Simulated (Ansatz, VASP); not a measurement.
Given: the input of a run of VASP 6.6.1 on InPd. The cell comes from a database or a generator and needn't be the stable form of this composition.

File INCAR:

```
SYSTEM = InPd
ALGO     = Normal         ! electronic algorithm
EDIFF    = 1E-7           ! SCF threshold, eV
EDIFFG   = -0.01          ! ionic threshold
ENCUT    = 600            ! plane-wave cutoff, eV
IBRION   = 2              ! ionic algorithm
ISIF     = 3              ! what is computed and relaxed
ISMEAR   = -1             ! smearing method
IVDW     = 13             ! dispersion correction
LASPH    = .TRUE.         ! aspherical terms in the spheres
LCHARG   = .FALSE.        ! write CHGCAR
LMIXTAU  = .TRUE.       
LREAL    = .FALSE.        ! projectors in reciprocal space
LWAVE    = .FALSE.        ! write WAVECAR
METAGGA  = R2SCAN         ! meta-GGA
NELM     = 80             ! most SCF steps
NSW      = 40             ! ionic steps
PREC     = Accurate       ! precision mode
SIGMA    = 0.05           ! smearing width, eV
VDW_A1   = 0.51559235   
VDW_A2   = 5.77342911   
VDW_S6   = 1.0          
VDW_S8   = 0.6018749
```

Contents of KPOINTS:

```
k-points
0
G
  8 8 8
  0 0 0
```

Contents of POSCAR:

```
InPd
1.0
    0.0000000000      2.7460700000      2.7460700000
    2.7460700000      0.0000000000      2.7460700000
    2.7460700000      2.7460700000      0.0000000000
In Pd
1 1
Direct
    0.0000000000      0.0000000000      0.0000000000
    0.5000000000      0.5000000000      0.5000000000
```

Potentials or basis: VASP PAW PBE potentials, release 64 (In_d, Pd).

The run is started by

```console
$ cat potpaw_PBE.64/In_d/POTCAR potpaw_PBE.64/Pd/POTCAR > POTCAR
$ mpirun -np 1 vasp_std > vasp.out
```

Question: Translate it to Ansatz 0.2.0. Potentials or basis there: Ansatz PAW, cutoff 500 eV.

Answer: As run (cutoffs and basis follow the program's own potentials, and thresholds, step limits or extra output files can differ):

The input input.yaml:

```yaml
crystal:
  lattice:
    - [0.0, 2.74607, 2.74607]
    - [2.74607, 0.0, 2.74607]
    - [2.74607, 2.74607, 0.0]
  atoms:
    - { symbol: In, position: [0.0, 0.0, 0.0] }
    - { symbol: Pd, position: [0.5, 0.5, 0.5] }
hamiltonian:
  xc: r2scan
  pseudopotentials: { kind: paw }
  dispersion: d4
kpoints:
  mp_grid: { grid: [8, 8, 8] }
scf:
  occupations: { method: fermi_dirac, width: 0.05 }
output:
  forces: true
  stress: true
  eigenvalues: true
relax:
  f_tol: 0.01
  max_steps: 40
  cell: { stress_tol: 0.05 }
```

Potentials or basis: Ansatz PAW.

Command:

```sh
$ ansatz run input.yaml --threads 2 --pin off --max-ram 5632MiB --backend cpu --events-out ev --progress --plain --runs-dir out
```

Both were run:

|  | VASP | Ansatz |
| --- | --- | --- |
| Relaxed volume | 19.95 Å³/atom | 19.84 Å³/atom |
| Relaxed cell | a = 3.835 Å, b = 3.835 Å, c = 3.835 Å, α = 60.00°, β = 60.00°, γ = 60.00° | a = 3.829 Å, b = 3.829 Å, c = 3.829 Å, α = 60.00°, β = 60.00°, γ = 60.00° |
| Space group after relaxing | Fm-3m (No. 225) | Fm-3m (No. 225) |
| Pressure after relaxing | 0.0 GPa | 0.0 GPa |

Ansatz's pressure holds a Pulay term of +0.11 GPa for its cutoff of 500 eV, which the other run lacks.

The potentials hold 23 and 31 valence electrons a cell.

VASP's potentials were made for PBE. Ansatz's potentials were made for PBE.

Where Ansatz's input types no cutoff or centring, it takes its own default and a Γ-centred mesh.

Pressure is positive in compression.
